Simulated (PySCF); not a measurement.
Spectrum to structure. Method: TDDFT B3LYP/def2-SVPD, vertical, gas phase, core orbitals frozen in the response (PySCF 2.14.0, density-fitted response routines). Geometries: PBE0-D3(BJ)/def2-SVP, one conformer each.

```tsv
state	λ (nm)	f
S1	300.1	0.054
S2	230.5	0.073
S3	222.0	0.0047
S4	215.5	0.081
S5	206.9	0.044
S6	203.1	0.011
S7	197.8	0.032
S8	193.9	0.027
S9	190.2	0.022
S10	188.1	0.0090
```

Orbital energies (eV): HOMO-3 -9.04, HOMO-2 -8.07, HOMO-1 -7.41, HOMO -6.30, LUMO -1.33, LUMO+1 0.03, LUMO+2 0.46.

Question: Which candidate is it?
A. `C1P(C)C([SiH3])=C(C1)[SiH3]`
B. `CCCC[Si](Cl)(Cl)Cl`
C. `C1=C[C@H]2C=C[C@@H]1C2`

Answer: A. Its S1, at 4.13 eV, is the lowest among the candidates; the nearest of the others has S1 at 4.88 eV. S1 is HOMO→LUMO (95%). Löwdin shares by element: HOMO phosphorus 51%, carbon 29% or more (atoms not listed hold the other 20%); LUMO carbon 55% or more, silicon 16% (atoms not listed hold the other 29%). At the same level the other candidates give, for their lowest levels:
- `C1=C[C@H]2C=C[C@@H]1C2`: 254 nm (f 0.000); 222 nm (f 0.010); 206 nm (f 0.013); 184 nm (f 0.033); 183 nm (f 0.151); T1 3.48 eV; HOMO -6.28, LUMO -0.60 eV
- `CCCC[Si](Cl)(Cl)Cl`: 170 nm (f 0.000); 169 nm (f 0.092); 162 nm (f 0.028); 162 nm (f 0.029); 154 nm (f 0.010); T1 6.96 eV; HOMO -8.72, LUMO -0.53 eV
Triplets come from the Tamm–Dancoff approximation.
